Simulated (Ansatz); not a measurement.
## Hf$_{2}$N: how the energy converges with the cutoff

Hf$_{2}$N, P4_2/mnm, a = 5.313 Å, c = 3.242 Å. The structure is a Materials Project entry; whether it is the stable form wasn't checked. Ansatz: r2SCAN, PAW, cutoff varied, Γ-centred 8×8×12 mesh on 6 atoms, Gaussian smearing 0.10 eV; no spin polarisation. Single points at one geometry, the cutoff alone changed; ΔE is the energy at zero smearing over the run at 850 eV. The runs up to 460 eV lie under the cutoff recommended for these PAW datasets.

```
cutoff (eV)  ΔE (meV/atom)
        150       25982.28
        200        5040.78
        250        1042.24
        300         165.47
        350          28.18
        380          11.09
        460           2.41
        500           1.91
        520           1.72
        600           1.04
        700              ?
```

**Question.** Assume ΔE falls exponentially with the cutoff, fit y = ln ΔE against x, the cutoff in eV, to the other rows, and predict the missing value.

**Answer.** y = 10.165, 8.525, 6.949, 5.109, 3.339, 2.406, 0.880, 0.647, 0.542, 0.039. Means x = 371.0, y = 3.8601; Σ(Δx)² = 197490, ΣΔxΔy = -4705; the slope is their ratio. y = 12.70 − 0.02382 x, a factor of ten per 97 eV. At 700 eV this gives ΔE = 0.02 meV/atom. The run gave 0.48, a ratio of 0.04. Between neighbouring rows the decay runs from a factor of ten per 63 eV to one per 440 eV, so one exponential is only a rough guide.

Cost: 12 runs of about 6.5 core-minutes in all, on Intel Xeon 6975P-C (Granite Rapids) (shared hosts).